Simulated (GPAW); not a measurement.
NiO, 2 atoms in the cell. The structure is cubic, space group Fm-3m (No. 225). Conventional cell: a = 4.172 Å, b = 4.172 Å, c = 4.172 Å, α = 90.00°, β = 90.00°, γ = 90.00°. Ni (site symmetry m-3m) is surrounded by 6 O at 2.09 Å. O (site symmetry m-3m) has 6 Ni at 2.09 Å as nearest neighbours. 

| Quantity | Value |
| --- | --- |
| Program | GPAW 26.7.0 |
| Task | equation of state |
| Functional | LDA |
| Potentials or basis | the program's PAW data sets (release 1.2.1) made for this functional, other valence |
| Cutoff | 800 eV |
| Basis | pw |
| k mesh | 8 × 8 × 8 |
| Occupations | fermi-dirac, width 0.05 eV |
| Spin | collinear spin, ferromagnetic start |
| Starting moments | [1.0, 0.0] μB |
| Maxiter | 150 |
| Eos scales | [0.94, 0.96, 0.98, 1.0, 1.02, 1.04, 1.06] |
| Data set | Ni 10 |

Potentials or basis: the program's PAW data sets (release 1.2.1) made for this functional, other valence, pw.

Command:

```console
$ OMP_NUM_THREADS=1 python run.py
```

Hardware: 1 thread of Intel(R) Xeon(R) Platinum 8488C (Sapphire Rapids), with other jobs on the host.

Q: Estimate the wall time of this run.

A: It took 100 s on 1 thread of Intel(R) Xeon(R) Platinum 8488C (Sapphire Rapids), with other jobs on the host, peak memory 0.22 GiB. Counts: scf iterations 84, plane waves 893, bands 19, k points 29.
